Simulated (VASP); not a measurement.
# CaF2 (Fm-3m) in VASP: further runs, part 2 of 2

VASP 6.6.1. The steps go on from the part before.

## Step 3: Relaxation of cell and atoms, PBE

This run uses another cell than the first one, of 13.99 Å³/atom, 1.002 times its volume.

Input file INCAR:

```
PREC = Accurate
ENCUT = 600
EDIFF = 1E-7
ISMEAR = 0
SIGMA = 0.02
LREAL = F
LASPH = T
NELM = 80
ALGO = Fast
ISIF = 3
LWAVE = F
LCHARG = F
GGA = PE
IBRION = 2
NSW = 100
EDIFFG = -0.01
```

Input file KPOINTS:

```
Automatic mesh
0
Gamma
  8 8 8
```

Input file POSCAR:

```
CaF2
1.0
    0.0000000000      2.7580258800      2.7580258800
    2.7580258800      0.0000000000      2.7580258800
    2.7580258800      2.7580258800      0.0000000000
Ca F
1 2
Direct
    0.0000000000      0.0000000000      0.0000000000
    0.7500000000      0.7500000000      0.7500000000
    0.2500000000      0.2500000000      0.2500000000
```

Potentials or basis: VASP PAW PBE potentials, release 64 (Ca_sv, F).

On the command line:

```console
$ cat potpaw_PBE.64/Ca_sv/POTCAR potpaw_PBE.64/F/POTCAR > POTCAR
$ mpirun -np 1 vasp_std > vasp.out
```

Run time: 58 s. Hardware: 1 thread of AMD EPYC 7R43 (Zen 3), shared host; peak memory 0.16 GiB.

Results (log left out):

```yaml
Free_energy: -17.3450 eV
Relaxed_volume: 13.97 Å³/atom
Relaxed_cell: a = 3.898 Å, b = 3.898 Å, c = 3.898 Å, α = 60.00°, β = 60.00°, γ = 60.00°
Space_group_after_relaxing_to_0.05_Å: Fm-3m (No. 225)
Energy_gained_by_relaxing: 0.0 meV/atom
Ionic_steps: 2
Pressure_after_relaxing: 0.0 GPa
Band_gap_on_the_k_mesh: 7.12 eV, indirect (least direct gap 7.37 eV)
```

Final structure:
```
Ca F
1.0
     0.00000    2.75663    2.75663
     2.75663    0.00000    2.75663
     2.75663    2.75663    0.00000
Ca F
1 2
Direct
  0.00000 0.00000 0.00000
  0.75000 0.75000 0.75000
  0.25000 0.25000 0.25000
```

Levels at points of the mesh, in eV from the valence-band top:
| k point | band 10 | band 11 | band 12 | band 13 | band 14 | band 15 |
| --- | --- | --- | --- | --- | --- | --- |
| (0.00, 0.00, 0.00) | -0.25 | -0.25 | -0.25 | 7.12 | 9.06 | 9.06 |
| (0.50, 0.00, 0.00) | -1.20 | -0.82 | -0.82 | 9.26 | 9.26 | 9.57 |
| (0.50, 0.50, 0.00) | -0.35 | -0.35 | 0.00 | 8.04 | 9.36 | 9.93 |

## Step 4: Single point, PBE

This run uses another cell than the first one, of 13.99 Å³/atom, 1.002 times its volume.

Input file INCAR:

```
SYSTEM = CaF2
ALGO = Normal
EDIFF = 1E-7
ENCUT = 520
GGA = PE
ISIF = 2
ISMEAR = 0
LASPH = .TRUE.
LCHARG = .FALSE.
LREAL = .FALSE.
LWAVE = .FALSE.
NBANDS = 19
NELM = 100
PREC = Accurate
SIGMA = 0.1
```

Input file KPOINTS:

```
k-points
0
G
  6 6 6
  0 0 0
```

POSCAR is that of step 3.

Potentials or basis: VASP PAW PBE potentials, release 64 (Ca_sv, F).

On the command line:

```console
$ cat potpaw_PBE.64/Ca_sv/POTCAR potpaw_PBE.64/F/POTCAR > POTCAR
$ mpirun -np 1 vasp_std > vasp.out
```

OUTCAR:

```text
SYSTEM = CaF2
   EDIFF = 1E-7
   ENCUT = 520
   GGA = PE
   ISIF = 2
   ISMEAR = 0
   LASPH = .TRUE.
   LREAL = .FALSE.
   NELM = 100
   PREC = Accurate

 ion  position               nearest neighbor table
   1  0.000  0.000  0.000-   2 2.39   2 2.39   2 2.39   2 2.39   3 2.39   3 2.39   3 2.39   3 2.39

   2  0.750  0.750  0.750-   1 2.39   1 2.39   1 2.39   1 2.39
   3  0.250  0.250  0.250-   1 2.39   1 2.39   1 2.39   1 2.39

  LATTYP: Found a face centered cubic cell.
 ALAT       =     5.5160517600

  Lattice vectors:

 A1 = (   0.0000000000,   2.7580258800,   2.7580258800)
 A2 = (   2.7580258800,   0.0000000000,   2.7580258800)
 A3 = (   2.7580258800,   2.7580258800,   0.0000000000)

Analysis of symmetry for initial positions (statically):
=====================================================================
 Subroutine PRICEL returns:
 Original cell was already a primitive cell.

 Routine SETGRP: Setting up the symmetry group for a
 face centered cubic supercell.

 Subroutine GETGRP returns: Found 48 space group operations
 (whereof 48 operations were pure point group operations)
 out of a pool of 48 trial point group operations.

The static configuration has the point symmetry O_h .

Analysis of symmetry for dynamics (positions and initial velocities):
=====================================================================
 Subroutine PRICEL returns:
 Original cell was already a primitive cell.

 Routine SETGRP: Setting up the symmetry group for a
 face centered cubic supercell.

 Subroutine GETGRP returns: Found 48 space group operations
 (whereof 48 operations were pure point group operations)
 out of a pool of 48 trial point group operations.

The dynamic configuration has the point symmetry O_h .

 Subroutine INISYM returns: Found 48 space group operations
 (whereof 48 operations are pure point group operations),
 and found     1 'primitive' translations

[... 104 lines left out ...]
   IALGO  =     38    algorithm
   IMIX   =      4    mixing-type and parameters
     AMIX     =   0.40;   BMIX     =  1.00
     AMIX_MAG =   1.60;   BMIX_MAG =  1.00
  volume/ion in A,a.u.               =      13.99        94.38
  Fermi-wavevector in a.u.,A,eV,Ry     =   1.358950  2.568044 25.126504  1.846746
  Thomas-Fermi vector in A             =   2.485740
   LORBIT       =      0    0 simple, 1 ext, 2 COOP (PROOUT), +10 PAW based schemes
   GGA     = PE    functional components
   LHFCALC =     F    Hartree Fock is set to
   AEXX    =    0.0000 exact exchange contribution
   IVDW    =     0    specifies the selected vdW correction
   LEPSILON=     F    determine dielectric tensor
   LRPA    =     F    only Hartree local field effects (RPA)
 non-spin polarized calculation
 Gauss-broadening in eV      SIGMA  =   0.10
  energy-cutoff  :      520.00
  volume of cell :       41.96
 maximum number of plane-waves:      1158
 NGX is ok and might be reduce to    30
   NGX = 15   NGY = 15   NGZ = 15

 number of electron      23.9999997 magnetization

 Free energy of the ion-electron system (eV)
  ---------------------------------------------------
  ext. energy  EPLUGINS =         0.00000000
  ---------------------------------------------------
  free energy    TOTEN  =       -17.34077697 eV

  energy without entropy =      -17.34077697  energy(sigma->0) =      -17.34077697

 E-fermi :  -0.5717     XC(G=0):  -9.4857

 val. band max:       -1.1227010541   @ k =   0.5000   0.5000   0.0000
 cond. band min:       5.9814055863   @ k =   0.0000   0.0000   0.0000
 fundamental gap:      7.1041066404
 Fermi energy:        -0.5717451329

 k-point     1 :       0.0000    0.0000    0.0000
  band No.  band energies     occupation
      1     -37.2929      2.00000
      2     -20.9864      2.00000
      3     -20.2582      2.00000
      4     -18.2317      2.00000
      5     -18.2317      2.00000
      6     -18.2317      2.00000
[... 329 lines left out ...]
      6     -17.7498      2.00000
[... 11 lines left out ...]
     18      13.1410      0.00000
     19      13.1697      0.00000

------------------------ aborting loop because EDIFF is reached ----------------------------------------

  FORCE on cell =-STRESS in cart. coord.  units (eV):
  Direction    XX          YY          ZZ          XY          YZ          ZX
  --------------------------------------------------------------------------------------
  -------------------------------------------------------------------------------------
  Total       -0.0017508     -0.0017508     -0.0017508      0.0000000     -0.0000000      0.0000000
  in kB       -0.0668538     -0.0668538     -0.0668538      0.0000000     -0.0000000      0.0000000
  external PRESSURE =      -0.0668538 kB  Pullay stress =       0.0000000 kB

 VOLUME and BASIS-vectors are now :
 -----------------------------------------------------------------------------
  energy-cutoff  :      520.00
  volume of cell :       41.96
      direct lattice vectors                 reciprocal lattice vectors
     0.000000000  2.758025880  2.758025880    -0.181289089  0.181289089  0.181289089
     2.758025880  0.000000000  2.758025880     0.181289089 -0.181289089  0.181289089
     2.758025880  2.758025880  0.000000000     0.181289089  0.181289089 -0.181289089

 POSITION                                       TOTAL-FORCE (eV/Angst)
 -----------------------------------------------------------------------------------
      0.00000      0.00000      0.00000         0.000000      0.000000      0.000000
      4.13704      4.13704      4.13704        -0.000000     -0.000000     -0.000000
      1.37901      1.37901      1.37901         0.000000      0.000000      0.000000
 -----------------------------------------------------------------------------------
    total drift:                                0.000000     -0.000000      0.000000

  FREE ENERGIE OF THE ION-ELECTRON SYSTEM (eV)
  ---------------------------------------------------
  free  energy   TOTEN  =       -17.3407769711 eV

  energy  without entropy=      -17.3407769711  energy(sigma->0) =      -17.34077697
```

OSZICAR:

```text
N       E                     dE             d eps       ncg     rms          rms(c)
DAV:   1     0.219043308269E+03    0.21904E+03   -0.13476E+04   608   0.128E+03
DAV:   2    -0.691530371416E+01   -0.22596E+03   -0.21762E+03   741   0.347E+02
DAV:   3    -0.182556769018E+02   -0.11340E+02   -0.11293E+02   665   0.827E+01
DAV:   4    -0.186488928666E+02   -0.39322E+00   -0.39242E+00   925   0.121E+01
DAV:   5    -0.186516975414E+02   -0.28047E-02   -0.27997E-02   665   0.115E+00    0.803E+00
DAV:   6    -0.173181807082E+02    0.13335E+01   -0.56281E+00   641   0.160E+01    0.303E+00
DAV:   7    -0.173176171012E+02    0.56361E-03   -0.11540E-01   721   0.335E+00    0.173E+00
DAV:   8    -0.173374817766E+02   -0.19865E-01   -0.40739E-02   657   0.218E+00    0.223E-01
DAV:   9    -0.173398376621E+02   -0.23559E-02   -0.72956E-03   725   0.623E-01    0.130E-01
DAV:  10    -0.173407642776E+02   -0.92662E-03   -0.18495E-03   632   0.338E-01    0.234E-02
DAV:  11    -0.173407753535E+02   -0.11076E-04   -0.11980E-04   712   0.904E-02    0.135E-02
DAV:  12    -0.173407769747E+02   -0.16211E-05   -0.16957E-05   739   0.416E-02    0.289E-03
DAV:  13    -0.173407770270E+02   -0.52290E-07   -0.40306E-06   692   0.172E-02    0.514E-03
DAV:  14    -0.173407769509E+02    0.76089E-07   -0.19177E-06   656   0.971E-03    0.389E-04
DAV:  15    -0.173407769711E+02   -0.20266E-07   -0.14030E-08   487   0.137E-03
   1 F= -.17340777E+02 E0= -.17340777E+02  d E =-.516193E-16
```

Wall time 16 s (1 thread of AMD EPYC 7R43 (Zen 3), shared host); peak memory 0.13 GiB.

Results:

| Quantity | Value |
| --- | --- |
| Free energy | -17.3408 eV |
| Pressure | 0.0 GPa |
| Band gap on the k mesh | 7.10 eV, indirect (least direct gap 7.36 eV) |

## Step 5: Overview

```csv
task,cell,k mesh,cutoff (eV),smearing,gap on the mesh (eV),pressure (GPa)
single point,"Fm-3m, 13.95 Å³/atom",8 × 8 × 8,520,gaussian 0.02 eV,7.12,0.2
relaxation of cell and atoms,relaxed,8 × 8 × 8,600,gaussian 0.02 eV,7.12,0.0
single point,"Fm-3m, 13.99 Å³/atom",6 × 6 × 6,520,gaussian 0.1 eV,7.10,0.0
```

Alike in all rows: level PBE; potentials or basis VASP PAW PBE potentials, release 64 (Ca_sv, F); no spin polarisation.

Total energies depend on the potentials used, so only differences within one code and one set of settings carry meaning.
